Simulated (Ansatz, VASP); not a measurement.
One calculation of Sb, two programs

```xyz
8
Lattice="6.0576 0.0000 0.0000 0.0000 6.0576 0.0000 0.0000 0.0000 6.0576" Properties=species:S:1:pos:R:3 pbc="T T T"
Sb    0.0000    6.0576    6.0576
Sb    3.0288    3.0288    3.0288
Sb    1.5144    0.0000    3.0288
Sb    4.5432    0.0000    3.0288
Sb    3.0288    1.5144    6.0576
Sb    3.0288    4.5432    6.0576
Sb    6.0576    3.0288    1.5144
Sb    6.0576    3.0288    4.5432
```

Alike in both runs: functional r2SCAN; k mesh 4 × 4 × 4; occupations fermi-dirac, width 0.1 eV; no spin polarisation.

Ansatz relaxed the structure, and its values are those at the end. VASP's run is a single point on that final structure, the one shown.

|  | VASP | Ansatz |
| --- | --- | --- |
| version | VASP 6.6.1 | Ansatz 0.2.0 |
| potentials or method | VASP PAW PBE potentials, release 64 (Sb) | plane waves (500 eV) with PAW, scalar-relativistic |
| plane-wave cutoff (eV) | 520 | 500 |
| valence electrons in the cell | 40 | 120 |

Ansatz gave:

| Item | Value |
| --- | --- |
| pressure (GPa) | 0.0 |

**Question.** Estimate VASP's values.

**Answer.** Pressure (GPa): -0.1.

The functional is the same, so the differences come from potentials, cutoffs and numerics. The two sets of potentials don't hold the same shells in valence.

Caveats: the PAW data sets were made with another functional, which shifts forces and pressure a little (VASP). The runs have no spin-orbit coupling, so splittings on Sb are missing.
